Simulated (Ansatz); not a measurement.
## FeNi3 (Awaruite) under changes of volume

One of the cells (11.138 Å³/atom); the others are scaled copies at fixed shape and fractional positions:

```xyz
4
Lattice="3.5450 0.0000 0.0000 0.0000 3.5450 0.0000 0.0000 0.0000 3.5450" Properties=species:S:1:pos:R:3 pbc="T T T"
Ni    1.7725    1.7725    0.0000
Ni    1.7725    0.0000    1.7725
Ni    0.0000    1.7725    1.7725
Fe    0.0000    0.0000    0.0000
```

| Quantity | Value |
| --- | --- |
| Program | Ansatz 0.2.0 |
| Functional | PBE |
| Potentials or basis | Ansatz PAW |
| Cutoff | 420 eV (not typed: the program's choice for these potentials) |
| k mesh | 8 × 8 × 8 |
| Occupations | fermi-dirac, width 0.05 eV |
| Spin | collinear spin, ferromagnetic start |
| Starting moments | [1.0, 1.0, 1.0, 3.0] μB |

```csv
volume (Å³/atom),energy over the lowest point (meV/atom),pressure (GPa),moment (μB per cell)
10.469,27.27,13.8,4.71
10.692,11.73,8.7,4.77
10.915,2.88,4.2,4.84
11.138,0.00,0.1,4.89
11.360,?,?,?
11.583,9.65,-6.8,4.98
11.806,21.15,-9.7,5.01
```

Task: What does the run at 11.360 Å³/atom give?

Result: Energy over the lowest point 2.43 meV/atom; pressure -3.6 GPa; moment 4.94 μB per cell.

Worked out: A Birch-Murnaghan fit of order 3 (a polynomial in V^(-2/3)) to the other rows has its minimum at 11.14 Å³/atom with B0 = V·E''(V) = 191 GPa and B' = 4.6. It gives 2.44 meV/atom at 11.360 Å³/atom, against the run's 2.43, and -dE/dV = -3.5 GPa, against -3.6. A parabola through the other rows of the moment, of slope 0.196 μB per Å³/atom there, gives 4.94 μB, against the run's 4.94.

Energies are extrapolated to zero smearing.
